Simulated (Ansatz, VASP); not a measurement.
**One calculation of Hf, two programs**

```
CELL_PARAMETERS angstrom
0.04440 2.24220 2.24220
2.24220 0.04440 2.24220
2.24220 2.24220 0.04440
ATOMIC_POSITIONS crystal
Hf 0.00000 0.00000 0.00000
```

Change from the starting cell: equal xy, yz and zx shear strains of +2 %, PAW files.

Alike in both runs: task electric field gradients; functional LDA; k mesh 13 × 13 × 13; occupations fermi-dirac, width 0.03 eV; no spin polarisation.

```csv
,VASP,Ansatz
version,VASP 6.6.1,Ansatz 0.2.0
potentials or method,"VASP PAW LDA potentials, release 64 (Hf_pv)","PAW with Ansatz's default frozen-core files, scalar-relativistic"
plane-wave cutoff (eV),520,420
valence electrons in the cell,10,26
```

```csv
,VASP,Ansatz,Ansatz less VASP
pressure (GPa),-5.5,-5.5,-0.01
largest component of the traceless stress (GPa),1.18,1.20,+0.027
Vzz of the field gradient on the site that differs most (V/Å²),-34.6,-33.4,+1.17
```

The two sets of potentials don't hold the same shells in valence. Ansatz warned: «gradients_without_spin_orbit».

Spin-orbit coupling is left out, which matters for the levels of Hf.
